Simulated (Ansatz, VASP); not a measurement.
# GaSb in VASP and in Ansatz

Contents of INCAR:

```
ALGO = Fast
EDIFF = 1E-6
ENCUT = 520
GGA = PS
ISIF = 2
ISMEAR = 0
LASPH = True
LCHARG = True
LELF = True
LREAL = False
LVHAR = True
LWAVE = False
NBANDS = 16
NELM = 100
PREC = Accurate
SIGMA = 0.1
```

KPOINTS

```
k-points
0
Gamma
  16 16 16
```

POSCAR

```
GaSb
1.0
   -2.7809683400      2.7809683400      1.6066140700
    2.7809683400     -2.7809683400      1.6066140700
    2.7809683400      2.7809683400     -1.6066140700
Ga Sb
1 1
Direct
    0.2500000000      0.7500000000      0.5000000000
    0.0000000000      0.0000000000      0.0000000000
```

Input for Ansatz:

```yaml
crystal:
  lattice:
    - [-2.78096834, 2.78096834, 1.60661407]
    - [2.78096834, -2.78096834, 1.60661407]
    - [2.78096834, 2.78096834, -1.60661407]
  atoms:
    - { symbol: Ga, position: [0.25, 0.75, 0.5] }
    - { symbol: Sb, position: [0.0, 0.0, 0.0] }
basis:
  ecutwfc: 420
kpoints:
  mp_grid: { grid: [16, 16, 16] }
hamiltonian:
  xc: pbesol
scf:
  occupations: { method: gaussian, width: 0.1 }
output:
  forces: true
  stress: true
  eigenvalues: true
```

Alike in both runs: task single point; functional PBEsol; k mesh 16 × 16 × 16; occupations gaussian, width 0.1 eV; no spin polarisation.

```csv
,VASP,Ansatz
version,VASP 6.6.1,Ansatz 0.2.0
potentials or method,"VASP PAW PBE potentials, release 64 (Ga_d, Sb)","scalar-relativistic, plane waves, PAW"
plane-wave cutoff (eV),520,420
valence electrons in the cell,18,28
```

```tsv
	VASP	Ansatz	Ansatz less VASP
gap on the k mesh at the Fermi level (eV)	none	none	-
pressure (GPa)	-4.0	-4.1	-0.09
largest component of the traceless stress (GPa)	0.11	0.09	-0.024
```

A gap of «none» marks a metal or a gap that the smearing closes. The two sets of potentials don't hold the same shells in valence.

Caveats: the PAW data sets were made with another functional, which shifts forces and pressure a little (VASP). Spin-orbit coupling is left out, which matters for the levels of Sb.
